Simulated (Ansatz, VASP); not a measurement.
## Two plane-wave programs on CuAu

```
Au Cu
1.0
     2.81075    0.00000    0.00000
     0.00000    2.81075    0.00000
     0.00000    0.00000    3.61130
Au Cu
1 1
Direct
  0.00000 0.00000 0.00000
  0.50000 0.50000 0.50000
```

Alike in both runs: functional PBEsol; k mesh 8 × 8 × 6; occupations fermi-dirac, width 0.05 eV; no spin polarisation.

|  | VASP | Ansatz |
| --- | --- | --- |
| version | VASP 6.6.1 | Ansatz 0.2.0 |
| potentials or method | VASP PAW PBE potentials, release 64 (Au, Cu) | Ansatz PAW |
| plane-wave cutoff (eV) | 520 | 420 |
| valence electrons in the cell | 22 | 38 |
| task | single point | band structure |

```csv
,VASP,Ansatz,Ansatz less VASP
gap on the k mesh at the Fermi level (eV),none,none,-
pressure (GPa),-0.2,-0.2,+0.01
largest component of the traceless stress (GPa),0.99,1.04,+0.052
```

A gap of «none» marks a metal or a gap that the smearing closes. The two sets of potentials don't hold the same shells in valence.

Caveats: the PAW data sets were made with another functional, which shifts forces and pressure a little (VASP); spin-orbit coupling is left out, which moves the levels of the heavy elements (Ansatz); the PAW data sets come from PBE, with cores solved anew for the run's functional, which leaves a small shift of forces and pressure (Ansatz). The runs have no spin-orbit coupling, so splittings on Au are missing.
